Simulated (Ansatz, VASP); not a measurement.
**Tl: VASP beside Ansatz**

Contents of INCAR:

```
SYSTEM = Tl
  ALGO = Normal
  EDIFF = 1E-6
  ENCUT = 520
  ISIF = 2
  ISMEAR = -1
  LASPH = .True.
  LCHARG = .False.
  LREAL = .False.
  LWAVE = .False.
  NBANDS = 12
  NELM = 100
  PREC = Accurate
  SIGMA = 0.05
```

The input KPOINTS:

```
k-points
0
Gamma
  13 13 13
  0 0 0
```

POSCAR

```
Tl
1.0
   -1.9410000000      1.9410000000      1.9410000000
    1.9410000000     -1.9410000000      1.9410000000
    1.9410000000      1.9410000000     -1.9410000000
Tl
1
Direct
    0.0000000000      0.0000000000      0.0000000000
```

Input for Ansatz:

```yaml
crystal:
  lattice:
    - [-1.941, 1.941, 1.941]
    - [1.941, -1.941, 1.941]
    - [1.941, 1.941, -1.941]
  atoms:
    - { symbol: Tl, position: [0.0, 0.0, 0.0] }
kpoints:
  mp_grid: { grid: [13, 13, 13] }
  band_path:
    path:
      - [0.0, 0.0, 0.0]
      - [0.5, -0.5, 0.5]
      - [0.0, 0.0, 0.5]
      - [0.0, 0.0, 0.0]
      - [0.25, 0.25, 0.25]
      - [0.5, -0.5, 0.5]
      - [0.25, 0.25, 0.25]
      - [0.0, 0.0, 0.5]
    npoints: 5
scf:
  occupations: { method: fermi_dirac, width: 0.05 }
hamiltonian:
  xc: lda
  pseudopotentials: { kind: all_electron, lapw: { basis_error: 0.0005 } }
output:
  forces: true
  stress: true
  eigenvalues: true
```

Alike in both runs: task single point; functional LDA; k mesh 13 × 13 × 13; occupations fermi-dirac, width 0.05 eV; no spin polarisation.

```csv
,VASP,Ansatz
version,VASP 6.6.1,Ansatz 0.2.0
potentials or method,"VASP PAW LDA potentials, release 64 (Tl_d)","all-electron LAPW, scalar-relativistic"
plane-wave cutoff (eV),520,see its input
```

|  | VASP | Ansatz | Ansatz less VASP |
| --- | --- | --- | --- |
| pressure (GPa) | -2.4 | -2.5 | -0.06 |

Ansatz ran all-electron here, so the differences hold the error of VASP's frozen core and of both bases.

The runs have no spin-orbit coupling, so splittings on Tl are missing.
